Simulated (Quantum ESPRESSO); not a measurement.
# Al (P6/mmm) in Quantum ESPRESSO: convergence with k mesh

Aim: find how far k mesh must go before the results for Al settle, at PBE. This setting moves, with any that are tied to it; all else stays.

Everything below comes from runs of Quantum ESPRESSO 7.5. Logs are shortened: lines on timing, memory, paths and dates and some standing lists are left out, and cuts for length are marked.

## Step 1: The structure

Symmetry: P6/mmm, No. 191, hexagonal system. The conventional cell has a = 4.492 Å, b = 4.492 Å, c = 2.723 Å, α = 90.00°, β = 90.00°, γ = 120.00°. Al (site symmetry -6m2) has 5 Al at 2.59 to 2.72 Å as nearest neighbours.

The cell was built by a generator and needn't be a form met in nature.

## Step 2: With k mesh 1 × 1 × 2

Input file pw.in:

```
&CONTROL
  calculation = 'scf'
  prefix = 'pwscf'
  outdir = './tmp'
  pseudo_dir = './pseudo'
  tprnfor = .true.
  tstress = .true.
  disk_io = 'nowf'
/
&SYSTEM
  ibrav = 0
  nat = 2
  ntyp = 1
  ecutwfc = 75
  nbnd = 18
  occupations = 'smearing'
  smearing = 'gaussian'
  degauss = 0.00999582
/
&ELECTRONS
  conv_thr = 4d-10
  electron_maxstep = 120
  mixing_beta = 0.5
/
ATOMIC_SPECIES
Al    26.9815 Al_ONCV_PBE-1.2.upf
CELL_PARAMETERS angstrom
   4.4916000000    0.0000000000    0.0000000000
  -2.2458000000    3.8898400000    0.0000000000
   0.0000000000    0.0000000000    2.7226000000
ATOMIC_POSITIONS crystal
Al     0.3333300000    0.6666700000    0.0000000000
Al     0.6666700000    0.3333300000    0.0000000000
K_POINTS automatic
1 1 2 0 0 0
```

Potentials or basis: SG15 PBE 1.2.

Command:

```
$ OMP_NUM_THREADS=1 pw.x -in pw.in > pw.out
```

It took 1.4 s on 1 thread of Arm Neoverse V2, shared host; peak memory 0.05 GiB.

What came out:

* Free energy: -3762.4823 eV
* Pressure: 14.7 GPa

## Step 3: With k mesh 2 × 2 × 3

pw.in, as its differences from that of step 2:

```diff
@@ -34,2 +34,2 @@
 K_POINTS automatic
-1 1 2 0 0 0
+2 2 3 0 0 0
```

Potentials or basis: SG15 PBE 1.2.

Command:

```
$ OMP_NUM_THREADS=1 pw.x -in pw.in > pw.out
```

It took 4.5 s on 1 thread of Arm Neoverse V2, shared host; peak memory 0.05 GiB.

What came out:

| Quantity | Value |
| --- | --- |
| Free energy | -3764.2511 eV |
| Pressure | 3.4 GPa |
| Band gap on the k mesh | none (metal or under the smearing width) |

## Step 4: With k mesh 3 × 3 × 4

pw.in, as its differences from that of step 3:

```diff
@@ -34,2 +34,2 @@
 K_POINTS automatic
-2 2 3 0 0 0
+3 3 4 0 0 0
```

Command:

```
$ OMP_NUM_THREADS=1 pw.x -in pw.in > pw.out
```

Run time: 7.9 s. Hardware: 1 thread of Arm Neoverse V2, shared host; peak memory 0.06 GiB.

What came out:

```
Free energy            : -3765.3077 eV
Pressure               : 3.2 GPa
Band gap on the k mesh : none (metal or under the smearing width)
```

## Step 5: With k mesh 4 × 4 × 6

pw.in, as its differences from that of step 4:

```diff
@@ -34,2 +34,2 @@
 K_POINTS automatic
-3 3 4 0 0 0
+4 4 6 0 0 0
```

Command:

```
$ OMP_NUM_THREADS=1 pw.x -in pw.in > pw.out
```

It took 18 s on 1 thread of Arm Neoverse V2, shared host; peak memory 0.07 GiB.

Results:

- Free energy: -3765.2976 eV
- Pressure: 1.8 GPa
- Band gap on the k mesh: none (metal or under the smearing width)

## Step 6: With k mesh 5 × 5 × 8

pw.in, as its differences from that of step 5:

```diff
@@ -34,2 +34,2 @@
 K_POINTS automatic
-4 4 6 0 0 0
+5 5 8 0 0 0
```

Potentials or basis: SG15 PBE 1.2.

Command:

```
$ OMP_NUM_THREADS=1 pw.x -in pw.in > pw.out
```

It took 26 s on 1 thread of Arm Neoverse V2, shared host; peak memory 0.09 GiB.

Results (log left out):

* Free energy: -3765.3682 eV
* Pressure: 2.0 GPa
* Band gap on the k mesh: none (metal or under the smearing width)

## Step 7: With k mesh 6 × 6 × 9

pw.in, as its differences from that of step 6:

```diff
@@ -34,2 +34,2 @@
 K_POINTS automatic
-5 5 8 0 0 0
+6 6 9 0 0 0
```

Command:

```
$ OMP_NUM_THREADS=1 pw.x -in pw.in > pw.out
```

Run time: 42 s. Hardware: 1 thread of Arm Neoverse V2, shared host; peak memory 0.11 GiB.

Results (log left out):

| Item | Value |
| --- | --- |
| Free energy | -3765.3762 eV |
| Pressure | 1.7 GPa |
| Band gap on the k mesh | none (metal or under the smearing width) |

## Step 8: With k mesh 7 × 7 × 10

pw.in, as its differences from that of step 7:

```diff
@@ -34,2 +34,2 @@
 K_POINTS automatic
-6 6 9 0 0 0
+7 7 10 0 0 0
```

Command:

```
$ OMP_NUM_THREADS=1 pw.x -in pw.in > pw.out
```

Run time: 56 s. Hardware: 1 thread of Arm Neoverse V2, shared host; peak memory 0.14 GiB.

It converged, with:

```yaml
Free_energy: -3765.4167 eV
Pressure: 1.6 GPa
Band_gap_on_the_k_mesh: none (metal or under the smearing width)
```

## Step 9: With k mesh 8 × 8 × 12

pw.in, as its differences from that of step 8:

```diff
@@ -34,2 +34,2 @@
 K_POINTS automatic
-7 7 10 0 0 0
+8 8 12 0 0 0
```

Potentials or basis: SG15 PBE 1.2.

Command:

```
$ OMP_NUM_THREADS=1 pw.x -in pw.in > pw.out
```

It took 86 s on 1 thread of Arm Neoverse V2, shared host; peak memory 0.19 GiB.

It converged, with:

* Free energy: -3765.4025 eV
* Pressure: 1.7 GPa
* Band gap on the k mesh: none (metal or under the smearing width)

## Step 10: With k mesh 10 × 10 × 14

pw.in, as its differences from that of step 9:

```diff
@@ -34,2 +34,2 @@
 K_POINTS automatic
-8 8 12 0 0 0
+10 10 14 0 0 0
```

Potentials or basis: SG15 PBE 1.2.

Command:

```
$ OMP_NUM_THREADS=1 pw.x -in pw.in > pw.out
```

pw.out:

```text
This program is part of the open-source Quantum ESPRESSO suite
     for quantum simulation of materials; please cite
[... 9 lines left out ...]
     --------------------
     sticks:   dense  smooth     PW     G-vecs:    dense   smooth      PW
     Sum        1495    1495    439                28175    28175    4533

     Using Slab Decomposition

     bravais-lattice index     =            0
     lattice parameter (alat)  =       8.4879  a.u.
     unit-cell volume          =     321.0061 (a.u.)^3
     number of atoms/cell      =            2
     number of atomic types    =            1
     number of electrons       =        22.00
     number of Kohn-Sham states=           18
     kinetic-energy cutoff     =      75.0000  Ry
     charge density cutoff     =     300.0000  Ry
     scf convergence threshold =      4.0E-10
     mixing beta               =       0.5000
     number of iterations used =            8  plain     mixing
     Exchange-correlation= PBE
                           (   1   4   3   4   0   0   0)

     celldm(1)=   8.487894  celldm(2)=   0.000000  celldm(3)=   0.000000
     celldm(4)=   0.000000  celldm(5)=   0.000000  celldm(6)=   0.000000

     crystal axes: (cart. coord. in units of alat)
               a(1) = (   1.000000   0.000000   0.000000 )
               a(2) = (  -0.500000   0.866025   0.000000 )
               a(3) = (   0.000000   0.000000   0.606154 )

     reciprocal axes: (cart. coord. in units 2 pi/alat)
               b(1) = (  1.000000  0.577350 -0.000000 )
               b(2) = (  0.000000  1.154700  0.000000 )
               b(3) = (  0.000000 -0.000000  1.649747 )

     PseudoPot. # 1 for Al read from file:
     Al_ONCV_PBE-1.2.upf
     Pseudo is Norm-conserving, Zval = 11.0
     Generated using ONCVPSP code by D. R. Hamann
     Using radial grid of  602 points,  4 beta functions with:
                l(1) =   0
                l(2) =   0
                l(3) =   1
                l(4) =   1

     atomic species   valence    mass     pseudopotential
     Al               11.00    26.98150     Al( 1.00)

      8 Sym. Ops., with inversion, found

   Cartesian axes

     site n.     atom                  positions (alat units)
         1        Al     tau(   1) = (  -0.0000050   0.5773532   0.0000000  )
         2        Al     tau(   2) = (   0.5000050   0.2886723   0.0000000  )

     number of k points=   248  Gaussian smearing, width (Ry)=  0.0100

     Number of k-points >= 100: set verbosity='high' to print them.

     Dense  grid:    28175 G-vectors     FFT dimensions: (  48,  48,  30)

     Initial potential from superposition of free atoms

     starting charge      21.8370, renormalised to      22.0000
     Starting wfcs are random

     Self-consistent Calculation

     iteration #  1     ecut=    75.00 Ry     beta= 0.50
     Davidson diagonalization with overlap
     ethr =  1.00E-02,  avg # of iterations =  8.4

     Threshold (ethr) on eigenvalues was too large:
     Diagonalizing with lowered threshold

     Davidson diagonalization with overlap
     ethr =  1.33E-04,  avg # of iterations =  3.9

     total energy              =    -276.75157255 Ry
     estimated scf accuracy    <       0.02524775 Ry

     iteration #  2     ecut=    75.00 Ry     beta= 0.50
     Davidson diagonalization with overlap
     ethr =  1.15E-04,  avg # of iterations =  1.1

     total energy              =    -276.75147085 Ry
     estimated scf accuracy    <       0.00450317 Ry

     iteration #  3     ecut=    75.00 Ry     beta= 0.50
     Davidson diagonalization with overlap
     ethr =  2.05E-05,  avg # of iterations =  2.7

     total energy              =    -276.75176724 Ry
     estimated scf accuracy    <       0.00016132 Ry

     iteration #  4     ecut=    75.00 Ry     beta= 0.50
     Davidson diagonalization with overlap
     ethr =  7.33E-07,  avg # of iterations =  3.8

     total energy              =    -276.75177421 Ry
     estimated scf accuracy    <       0.00000103 Ry

     iteration #  5     ecut=    75.00 Ry     beta= 0.50
     Davidson diagonalization with overlap
     ethr =  4.67E-09,  avg # of iterations =  2.0

     total energy              =    -276.75177452 Ry
     estimated scf accuracy    <       0.00000016 Ry

     iteration #  6     ecut=    75.00 Ry     beta= 0.50
     Davidson diagonalization with overlap
     ethr =  7.10E-10,  avg # of iterations =  2.0

     total energy              =    -276.75177456 Ry
     estimated scf accuracy    <       0.00000002 Ry

     iteration #  7     ecut=    75.00 Ry     beta= 0.50
     Davidson diagonalization with overlap
     ethr =  6.87E-11,  avg # of iterations =  2.0

     End of self-consistent calculation

     Number of k-points >= 100: set verbosity='high' to print the bands.

     the Fermi energy is     6.3205 ev

!    total energy              =    -276.75177456 Ry
     estimated scf accuracy    <          7.0E-11 Ry
     smearing contrib. (-TS)   =      -0.00054987 Ry
     internal energy E=F+TS    =    -276.75122469 Ry

     The total energy is F=E-TS. E is the sum of the following terms:
     one-electron contribution =    -212.92464252 Ry
     hartree contribution      =      87.27902361 Ry
     xc contribution           =     -31.14074295 Ry
     ewald contribution        =    -119.96486283 Ry

     convergence has been achieved in   7 iterations

     Forces acting on atoms (cartesian axes, Ry/au):

     atom    1 type  1   force =     0.00001141   -0.00000659    0.00000000
     atom    2 type  1   force =    -0.00001141    0.00000659    0.00000000

     Total force =     0.000019     Total SCF correction =     0.000003
     SCF correction compared to forces is large: reduce conv_thr to get better values

     Computing stress (Cartesian axis) and pressure

          total   stress  (Ry/bohr**3)                   (kbar)     P=       16.16
   0.00011812   0.00000008   0.00000000           17.38        0.01        0.00
   0.00000008   0.00011821   0.00000000            0.01       17.39        0.00
   0.00000000   0.00000000   0.00009321            0.00        0.00       13.71

=------------------------------------------------------------------------------=
   JOB DONE.
=------------------------------------------------------------------------------=
```

Run time: 2.4 min. Hardware: 1 thread of Arm Neoverse V2, shared host; peak memory 0.28 GiB.

Results:

* Free energy: -3765.3997 eV
* Pressure: 1.6 GPa
* Band gap on the k mesh: none (metal or under the smearing width)

## Step 11: The series at a glance

```csv
k mesh,"energy less the tightest run, at zero smearing (meV/atom)",pressure (GPa),SCF cycles,CPU time (s),peak memory (GiB)
1 × 1 × 2,1456.84,14.74,7,1.4,0.05
2 × 2 × 3,579.80,3.41,9,4.5,0.05
3 × 3 × 4,47.65,3.19,8,7.9,0.06
4 × 4 × 6,52.60,1.78,8,18,0.07
5 × 5 × 8,15.82,2.03,7,26,0.09
6 × 6 × 9,12.43,1.70,8,42,0.11
7 × 7 × 10,-9.02,1.64,7,56,0.14
8 × 8 × 12,-1.65,1.73,7,86,0.19
10 × 10 × 14,0.00,1.62,7,140,0.28
```

Not settled before the last step: the energy (to 1 meV/atom), the pressure (to 0.1 GPa). Meshes of other sizes hit other points, so gaps and Fermi surfaces needn't settle smoothly. The tightest run that finished is the yardstick and may itself not be fully converged.
